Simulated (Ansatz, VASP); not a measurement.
## Te2Pb in VASP and in Ansatz

INCAR

```
PREC     = Accurate       # precision mode
ENCUT    = 520            # plane-wave cutoff, eV
EDIFF    = 1E-7           # SCF threshold, eV
ISMEAR   = 0              # smearing method
SIGMA    = 0.05           # smearing width, eV
LREAL    = False          # projectors in reciprocal space
LASPH    = True           # aspherical terms in the spheres
NELM     = 60             # most SCF steps
ALGO     = Normal         # electronic algorithm
ISIF     = 2              # what is computed and relaxed
LWAVE    = False          # write WAVECAR
LCHARG   = True           # write CHGCAR
GGA      = PS             # functional
LELF     = True           # ELF
LVHAR    = True         
NBANDS   = 20             # bands
```

Contents of KPOINTS:

```
regular mesh
0
Gamma
  8 8 8
```

Contents of POSCAR:

```
Te2Pb
1.0
    0.0000000000      3.7323724595      3.7323724595
    3.7323724595      0.0000000000      3.7323724595
    3.7323724595      3.7323724595      0.0000000000
Pb Te
1 2
Direct
    0.0000000000      0.0000000000      0.0000000000
    0.2500000000      0.2500000000      0.2500000000
    0.7500000000      0.7500000000      0.7500000000
```

Input for Ansatz:

```yaml
crystal:
  lattice:
    - [0.0, 3.7323724595, 3.7323724595]
    - [3.7323724595, 0.0, 3.7323724595]
    - [3.7323724595, 3.7323724595, 0.0]
  atoms:
    - { symbol: Pb, position: [0.0, 0.0, 0.0] }
    - { symbol: Te, position: [0.25, 0.25, 0.25] }
    - { symbol: Te, position: [0.75, 0.75, 0.75] }
basis:
  ecutwfc: 420
  ecutrho_ratio: 4
kpoints:
  mp_grid: { grid: [8, 8, 8] }
hamiltonian:
  xc: pbesol
scf:
  occupations: { method: gaussian, width: 0.05 }
output:
  forces: true
  stress: true
  eigenvalues: true
```

Alike in both runs: task single point; functional PBEsol; k mesh 8 × 8 × 8; occupations gaussian, width 0.05 eV; no spin polarisation.

|  | VASP | Ansatz |
| --- | --- | --- |
| version | VASP 6.6.1 | Ansatz 0.2.0 |
| potentials or method | VASP PAW PBE potentials, release 64 (Pb_d, Te) | scalar-relativistic, plane waves, PAW |
| plane-wave cutoff (eV) | 520 | 420 |
| valence electrons in the cell | 26 | 46 |

|  | VASP | Ansatz | Ansatz less VASP |
| --- | --- | --- | --- |
| pressure (GPa) | -0.1 | -0.1 | +0.02 |

With one functional, cell and mesh, what is left measures potentials, basis and numerics. The two sets of potentials don't hold the same shells in valence.

Caveats: the PAW data sets were made with another functional, which shifts forces and pressure a little (VASP). The runs have no spin-orbit coupling, so splittings on Pb, Te are missing.
